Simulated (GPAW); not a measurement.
## AlN (F-43m): dielectric function

Aim: the dielectric function of AlN (F-43m), with and without local fields.

Main program and level: GPAW 26.7.0; LDA and many-body steps on it, plane waves.

Report form: the programs' logs are mostly left out.

### Step 1. Set-up

It takes space group F-43m (No. 216, cubic). Conventional cell: a = 4.368 Å, b = 4.368 Å, c = 4.368 Å, α = 90.00°, β = 90.00°, γ = 90.00°. Nearest to Al lie 4 N at 1.89 Å. Nearest to N lie 4 Al at 1.89 Å. Farther neighbours and most contacts between anions are not listed.

As a file:

```xyz
2
Lattice="0.0000 2.1840 2.1840 2.1840 0.0000 2.1840 2.1840 2.1840 0.0000" Properties=species:S:1:pos:R:3 pbc="T T T"
Al    0.0000    0.0000    0.0000
N     3.2760    3.2760    3.2760
```

The cell and positions are those that the Materials Project relaxed with its own functionals (PBE, PBE+U or r2SCAN), kept fixed. This is not the form that AlN usually takes at ambient conditions.

### Step 2. Empty states on the mesh, 12×12×12 mesh, 27 bands

This step: GPAW 26.7.0; DFT, LDA, plane waves, PAW.

The sums over transitions need many empty states on a uniform mesh; this step solves for them.

Input file run.py:

```python
import json
import numpy as np
from gpaw.mpi import world
from gpaw import GPAW

calc = GPAW('gs.gpw').fixed_density(kpts={'size': (12, 12, 12), 'gamma': True},
    nbands=33,
    convergence={'bands': 27},
    txt='nscf.txt')
calc.write('full.gpw', mode='all')
res = {}
kpts = calc.get_ibz_k_points()
res['kpts'] = kpts
res['eigenvalues'] = [calc.get_eigenvalues(kpt=k) for k in range(len(kpts))]
res['n_electrons'] = calc.get_number_of_electrons()

if world.rank == 0:
    with open('result.json', 'w') as f:
        json.dump(res, f, default=lambda x: x.tolist())
```

Started as:

```sh
mpirun -n 4 gpaw python run.py
```

Run time: 13 s. Hardware: 4 MPI ranks of Arm Neoverse V1, shared host; peak memory 0.63 GiB; 51 s of CPU time.

This step gave:

```
gap                                                           : 3.236 eV
k of the valence top                                          : 0, 0, 0
k of the conduction bottom                                    : 0.5, 0.5, 0
least direct gap                                              : 4.250 eV
k points computed                                             : 72
lowest point of the top converged band, above the valence top : 48.09 eV
```

On this mesh the gap is 3.236 eV.

### Step 3. RPA response

The response function is computed on a frequency grid, with local fields up to the given cutoff.

This step: linear response, RPA, on LDA, plane waves, PAW.

Input file run.py:

```python
import json
import numpy as np
from gpaw.mpi import world
from gpaw.response.df import DielectricFunction

df = DielectricFunction('full.gpw',
    ecut=50,
    nbands=27,
    eta=0.2,
    frequencies={'type': 'nonlinear', 'domega0': 0.05, 'omega2': 10.0},
    intraband=False,
    txt='df.txt')
res = {'optical': {}, 'eels': []}
for d in 'x':
    y0, y = df.get_dielectric_function(direction=d, xc='RPA', filename=None)
    res['optical'][d] = [y0.real, y0.imag, y.real, y.imag]
res['w'] = df.get_frequencies()
for q_c in [[0.0833333333, 0, 0], [0.25, 0, 0], [0.5, 0, 0], [0.75, 0, 0], [1.25, 0, 0]]:
    res['eels'].append(df.get_eels_spectrum(q_c=q_c, xc='RPA', filename=None))

if world.rank == 0:
    with open('result.json', 'w') as f:
        json.dump(res, f, default=lambda x: x.tolist())
```

Started as:

```sh
mpirun -n 4 gpaw python run.py
```

Elapsed: 12 s, on 4 MPI ranks; peak memory 0.86 GiB.

This step gave:

```yaml
eps_at_zero_frequency: 4.445
the_same_without_local_fields: 4.750
```

The static value is 4.45.

RPA, broadening 0.2 eV. ε₂ against photon energy; read off at these points:

| photon energy (eV) | xx, no local fields | xx, local fields |
| --- | --- | --- |
| 0.0 | 0 | 0 |
| 1.0 | 0.0238 | 0.0220 |
| 2.0 | 0.0548 | 0.0508 |
| 3.0 | 0.109 | 0.102 |
| 4.0 | 0.307 | 0.297 |
| 5.0 | 1.59 | 1.55 |
| 6.0 | 4.48 | 4.13 |
| 7.0 | 7.20 | 6.76 |
| 7.6 | 7.42 | 6.95 |
| 8.0 | 7.26 | 6.69 |
| 9.0 | 3.63 | 2.94 |
| 10.0 | 5.03 | 4.55 |
| 11.0 | 5.93 | 4.38 |
| 12.0 | 5.47 | 4.02 |
| 12.6 | 5.38 | 4.58 |
| 13.0 | 4.26 | 4.29 |
| 14.0 | 2.82 | 3.05 |
| 15.0 | 1.93 | 2.48 |
| 16.0 | 1.15 | 1.38 |
| 17.0 | 0.799 | 0.934 |
| 18.0 | 0.587 | 0.779 |
| 19.0 | 0.441 | 0.502 |
| 20.0 | 0.374 | 0.419 |
| 21.0 | 0.339 | 0.358 |
| 22.0 | 0.256 | 0.275 |
| 23.0 | 0.223 | 0.234 |
| 24.0 | 0.245 | 0.244 |
| 25.0 | 0.320 | 0.293 |
| 26.0 | 0.272 | 0.226 |
| 27.0 | 0.229 | 0.186 |
| 28.0 | 0.291 | 0.212 |
| 29.0 | 0.248 | 0.183 |
| 30.0 | 0.230 | 0.180 |
| 31.0 | 0.232 | 0.183 |
| 32.0 | 0.222 | 0.196 |
| 33.0 | 0.230 | 0.230 |
| 34.0 | 0.165 | 0.205 |
| 35.0 | 0.156 | 0.188 |
| 36.0 | 0.127 | 0.212 |
| 37.0 | 0.115 | 0.172 |
| 38.0 | 0.112 | 0.155 |
| 39.0 | 0.122 | 0.150 |

The loss function, xx has structure finer than the step of the table below, so its rows give means over 2 eV, whole bins alone (the curve runs from 0 to 39.8 eV). Peaks (eV: height): 20.8: 3.05, 21.6: 3.23.

Optical limit, local fields. Table of loss function, xx by energy loss; means over each step:

| energy loss (eV) | loss function, xx |
| --- | --- |
| 2 | 0.00240 |
| 4 | 0.0120 |
| 6 | 0.0609 |
| 8 | 0.176 |
| 10 | 0.203 |
| 12 | 0.226 |
| 14 | 0.285 |
| 16 | 0.428 |
| 18 | 0.885 |
| 20 | 2.23 |
| 22 | 2.65 |
| 24 | 1.30 |
| 26 | 0.987 |
| 28 | 0.594 |
| 30 | 0.418 |
| 32 | 0.389 |
| 34 | 0.402 |
| 36 | 0.391 |
| 38 | 0.301 |

The -Im 1/eps(q) has structure finer than the step of the table below, so its rows give means over 2 eV, whole bins alone (the curve runs from 0 to 39.8 eV). Peaks (eV: height): q = 0.208 1/A 21.6: 2.84; q = 0.623 1/A 21.6: 1.98; q = 1.246 1/A 22.2: 1.01, 25.6: 0.924, 29.4: 1.02; q = 1.869 1/A 24.8: 0.500, 29.4: 0.589, 33.4: 0.691, 39.2: 0.716; q = 3.114 1/A 25.8: 0.175, 31.8: 0.206.

RPA, local fields; q along the first reciprocal vector. The -Im 1/eps(q) by energy loss; means over each step:

| energy loss (eV) | q = 0.208 1/A | q = 0.623 1/A | q = 1.246 1/A | q = 1.869 1/A | q = 3.114 1/A |
| --- | --- | --- | --- | --- | --- |
| 2 | 0.00227 | 0.00174 | 0.00108 | 7.4e-4 | 4.5e-4 |
| 4 | 0.00969 | 0.00478 | 0.00332 | 0.00201 | 0.00196 |
| 6 | 0.0583 | 0.0307 | 0.0106 | 0.0117 | 0.0157 |
| 8 | 0.161 | 0.104 | 0.0321 | 0.0348 | 0.0327 |
| 10 | 0.201 | 0.174 | 0.0934 | 0.0714 | 0.0510 |
| 12 | 0.222 | 0.210 | 0.189 | 0.130 | 0.0717 |
| 14 | 0.284 | 0.262 | 0.181 | 0.164 | 0.0763 |
| 16 | 0.421 | 0.464 | 0.403 | 0.227 | 0.0783 |
| 18 | 0.864 | 0.795 | 0.616 | 0.322 | 0.0806 |
| 20 | 2.08 | 1.54 | 0.703 | 0.337 | 0.0776 |
| 22 | 2.57 | 1.92 | 0.958 | 0.414 | 0.111 |
| 24 | 1.32 | 1.33 | 0.793 | 0.450 | 0.148 |
| 26 | 1.03 | 1.14 | 0.829 | 0.413 | 0.161 |
| 28 | 0.642 | 0.760 | 0.834 | 0.430 | 0.160 |
| 30 | 0.463 | 0.602 | 0.881 | 0.544 | 0.178 |
| 32 | 0.411 | 0.530 | 0.792 | 0.594 | 0.198 |
| 34 | 0.432 | 0.520 | 0.771 | 0.665 | 0.178 |
| 36 | 0.412 | 0.460 | 0.646 | 0.636 | 0.201 |
| 38 | 0.328 | 0.393 | 0.574 | 0.607 | 0.247 |

### Step 4. ALDA response

This step: linear response, ALDA, on LDA, plane waves, PAW.

run.py, as its differences from that of step 3:

```diff
@@ -14,7 +14,7 @@
 for d in 'x':
-    y0, y = df.get_dielectric_function(direction=d, xc='RPA', filename=None)
+    y0, y = df.get_dielectric_function(direction=d, xc='ALDA', filename=None)
     res['optical'][d] = [y0.real, y0.imag, y.real, y.imag]
 res['w'] = df.get_frequencies()
-for q_c in [[0.0833333333, 0, 0], [0.25, 0, 0], [0.5, 0, 0], [0.75, 0, 0], [1.25, 0, 0]]:
-    res['eels'].append(df.get_eels_spectrum(q_c=q_c, xc='RPA', filename=None))
+for q_c in [[0.5, 0, 0]]:
+    res['eels'].append(df.get_eels_spectrum(q_c=q_c, xc='ALDA', filename=None))
```

Started as:

```sh
mpirun -n 4 gpaw python run.py
```

The job ended after 5.1 s (4 MPI ranks; peak memory 0.93 GiB; 20 s of CPU time).

Numbers from this step:

```yaml
eps_at_zero_frequency: 4.538
the_same_without_local_fields: 4.750
```

The static value is 4.54.

### Step 5. RPA response, fewer bands (12×12×12 mesh, 9 bands, screening to 50 eV, broadening 0.2 eV)

This step: linear response, RPA, on LDA, plane waves, PAW.

run.py, as its differences from that of step 4:

```diff
@@ -7,3 +7,3 @@
     ecut=50,
-    nbands=27,
+    nbands=9,
     eta=0.2,
@@ -14,7 +14,7 @@
 for d in 'x':
-    y0, y = df.get_dielectric_function(direction=d, xc='ALDA', filename=None)
+    y0, y = df.get_dielectric_function(direction=d, xc='RPA', filename=None)
     res['optical'][d] = [y0.real, y0.imag, y.real, y.imag]
 res['w'] = df.get_frequencies()
-for q_c in [[0.5, 0, 0]]:
-    res['eels'].append(df.get_eels_spectrum(q_c=q_c, xc='ALDA', filename=None))
+for q_c in []:
+    res['eels'].append(df.get_eels_spectrum(q_c=q_c, xc='RPA', filename=None))
```

Started as:

```sh
mpirun -n 4 gpaw python run.py
```

It took 3.4 s on 4 MPI ranks; peak memory 0.49 GiB; 13 s of CPU time.

Numbers from this step:

```
ε at zero frequency           : 4.396
the same without local fields : 4.625
```

### Step 6. RPA response, scissors (12×12×12 mesh, 27 bands, screening to 50 eV, broadening 0.2 eV)

run.py, as its differences from that of step 5:

```diff
@@ -7,3 +7,3 @@
     ecut=50,
-    nbands=9,
+    nbands=27,
     eta=0.2,
@@ -11,2 +11,3 @@
     intraband=False,
+    eshift=1.5,
     txt='df.txt')
```

Started as:

```sh
mpirun -n 4 gpaw python run.py
```

The job ended after 3.9 s (4 MPI ranks; peak memory 0.49 GiB; 15 s of CPU time).

Numbers from this step:

| Property | Result |
| --- | --- |
| ε at zero frequency | 3.948 |
| the same without local fields | 4.197 |

The static value is 3.95.

### Step 7. RPA response, q off the mesh (12×12×12 mesh, 27 bands, screening to 30 eV, broadening 0.2 eV)

run.py, as its differences from that of step 6:

```diff
@@ -6,3 +6,3 @@
 df = DielectricFunction('full.gpw',
-    ecut=50,
+    ecut=30,
     nbands=27,
@@ -11,3 +11,2 @@
     intraband=False,
-    eshift=1.5,
     txt='df.txt')
@@ -18,3 +17,3 @@
 res['w'] = df.get_frequencies()
-for q_c in []:
+for q_c in [[0.137, 0, 0]]:
     res['eels'].append(df.get_eels_spectrum(q_c=q_c, xc='RPA', filename=None))
```

Started as:

```sh
mpirun -n 4 gpaw python run.py
```

Elapsed: 14 s, on 4 MPI ranks; peak memory 0.85 GiB.

The run stopped with an error after 14 s.

The program's words: ValueError: Requested k-point is not on the grid. Please check that your q-points of interest are commensurate with the k-point grid.

The fault put into this input: q off the mesh.

### Step 8. The runs together

Times are wall times on 4 MPI ranks of Arm Neoverse V1, shared host, good to a factor of about two.

| run | ε(0) | without local fields | time |
| --- | --- | --- | --- |
| RPA response | 4.45 | 4.75 | 12 s |
| ALDA response | 4.54 | 4.75 | 5.1 s |
| RPA response, fewer bands (12×12×12 mesh, 9 bands, screening to 50 eV, broadening 0.2 eV) | 4.40 | 4.63 | 3.4 s |
| RPA response, scissors (12×12×12 mesh, 27 bands, screening to 50 eV, broadening 0.2 eV) | 3.95 | 4.20 | 3.9 s |

### Step 9. Outcome

```yaml
rpa_response: ε(0) 4.45
alda_response: ε(0) 4.54
rpa_response_fewer_bands_12x12x12_mesh_9_bands_screening_to_50_ev_broadening_0p2_ev: ε(0) 4.40
rpa_response_scissors_12x12x12_mesh_27_bands_screening_to_50_ev_broadening_0p2_ev: ε(0) 3.95
```

What this shows: In the optical limit the electronic ε(0) is 4.45, against 4.75 without local fields. ALDA response: ε(0) = 4.54. RPA response, fewer bands (12×12×12 mesh, 9 bands, screening to 50 eV, broadening 0.2 eV): ε(0) = 4.40. RPA response, scissors (12×12×12 mesh, 27 bands, screening to 50 eV, broadening 0.2 eV): ε(0) = 3.95. ε(0) converges slowly with a Γ-centred mesh, and this one is not shown settled. Unless a shift is named, the levels are those of the density functional, and only a kernel with a long-range part can bind an exciton.

[Paths, hosts, dates, memory and timing lines, banners, echoed tables and standing remarks are left out of the program output.]

[Logs are printed without paths, hosts, clocks, repeated set-up lines and the standing remarks that a program may print on its own settings, such as how far it seeks lower states.]

[Runs of the session that timed out or met a known fault of the program may be left out.]

[Hosts, paths, dates, database ids (printed as entryN), source tags and the programs' standing remarks are cut or masked in the printed files.]
